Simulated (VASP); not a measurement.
A run of VASP 6.6.1 is set up as follows.

POSCAR

```
CaO
1.0
   -0.0815146600      2.5896033556      2.5896033556
    2.5896033556     -0.0815146600      2.5896033556
    2.5896033556      2.5896033556     -0.0815146600
Ca O
1 1
Direct
   -0.0028147082     -0.0028147082     -0.0028147082
    0.2528147082      0.2528147082      0.2528147082
```

File INCAR.step1:

```
  ALGO = Normal
  EDIFF = 1E-4
  ENCUT = 520
  GGA = PE
  ISMEAR = 0
  LASPH = True
  LCHARG = False
  LREAL = False
  LWAVE = True
  NBANDS = 15
  NELM = 60
  PREC = Accurate
  SIGMA = 0.01
```

INCAR.step2

```
  ALGO = Normal
  EDIFF = 1E-6
  ENCUT = 520
  ISIF = 2
  ISMEAR = 0
  ISTART = 1
  LASPH = True
  LCHARG = False
  LMIXTAU = True
  LREAL = False
  LWAVE = False
  METAGGA = R2SCAN
  NBANDS = 15
  NELM = 60
  PREC = Accurate
  SIGMA = 0.01
```

File KPOINTS:

```
k-points
0
Gamma
  8 8 8
```

Potentials or basis: VASP PAW PBE potentials, release 64 (Ca_sv, O).

Launch:

```sh
$ cat potpaw_PBE.64/Ca_sv/POTCAR potpaw_PBE.64/O/POTCAR > POTCAR
$ cp INCAR.step1 INCAR
$ mpirun -np 1 vasp_std > vasp.out
$ cp INCAR.step2 INCAR
$ mpirun -np 1 vasp_std > vasp.out
```

(1) Estimate the pressure.

(2) Predict the largest force.

(3) What does it give for the band gap on the k mesh?

Results:

(1) -1.4 GPa.

(2) 0.012 eV/Å.

(3) 3.61 eV, indirect (least direct gap 4.10 eV).

Caveat: the PAW data sets were made with another functional, which shifts forces and pressure a little.
